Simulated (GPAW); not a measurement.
Crystal: Sb.

```
CELL_PARAMETERS angstrom
3.12240 0.00000 0.00000
0.00000 4.34752 0.00000
-0.03891 0.00000 4.40585
ATOMIC_POSITIONS crystal
Sb 0.01139 0.25000 0.24117
Sb 0.98861 0.75000 0.75883
```

This isn't the form of Sb at room conditions, which is rhombohedral.

- Program: GPAW 26.7.0
- Task: single point
- Functional: PBE
- Potentials or basis: GPAW PAW data sets (gpaw-data 1.2.1)
- Cutoff: 600 eV
- Basis: pw
- k mesh: 9 × 6 × 6
- Occupations: fermi-dirac, width 0.05 eV
- Spin: no spin polarisation

On this cell: pressure 0.1 GPa; largest force 0.051 eV/Å; band gap on the k mesh none (metal or under the smearing width).

The same run follows on a disturbed copy (atoms moved at random, drawn with an rms of 0.05 Å):

```
Sb
1.0
     3.12240    0.00000    0.00000
     0.00000    4.34752    0.00000
    -0.03891    0.00000    4.40585
Sb
2
Direct
  0.01218 0.26149 0.24261
  0.00154 0.74648 0.76535
```

What does the disturbed cell give?

The energy (extrapolated to zero smearing) moves by +1.8 meV/atom; pressure 0.4 GPa; largest force 0.105 eV/Å; band gap on the k mesh none (metal or under the smearing width).

Forces on the atoms (eV/Å):
```
Sb  -0.013 -0.085  0.060
Sb   0.013  0.085 -0.060
```

Stress tensor (GPa, compression positive):
```
 0.84  0.01  0.09
 0.01 -0.01 -0.44
 0.09 -0.44  0.23
```
